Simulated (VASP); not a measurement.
SnTe, 2 atoms in the cell. Symmetry: Fm-3m, No. 225, cubic system. The conventional cell has a = 6.302 Å, b = 6.302 Å, c = 6.302 Å, α = 90.00°, β = 90.00°, γ = 90.00°. Around Te (site symmetry m-3m) lie 6 Sn at 3.15 Å. Sn (site symmetry m-3m) is surrounded by 6 Te at 3.15 Å. 

```yaml
Program: VASP 6.6.1
Task: single point
Functional: SCAN
Dispersion: rVV10
Potentials_or_basis: VASP PAW PBE potentials, release 64 (Te, Sn_d)
Cutoff: 520 eV
k_mesh: 7 × 7 × 7
Occupations: gaussian, width 0.1 eV
Spin: no spin polarisation
Further_INCAR_settings: ALGO = Normal; EDIFF = 1.00e-07; NBANDS = 17
```

Potentials or basis: VASP PAW PBE potentials, release 64 (Te, Sn_d).

Command:

```console
$ python run.py
```

Hardware: 1 thread of AMD EPYC 7R13 Processor (Zen 3), with other jobs on the host.

How long does it take, and how much memory?

Wall time 9.7 min on 1 thread of AMD EPYC 7R13 Processor (Zen 3), with other jobs on the host, peak memory 0.36 GiB. Counts: scf iterations 47, k points 20.
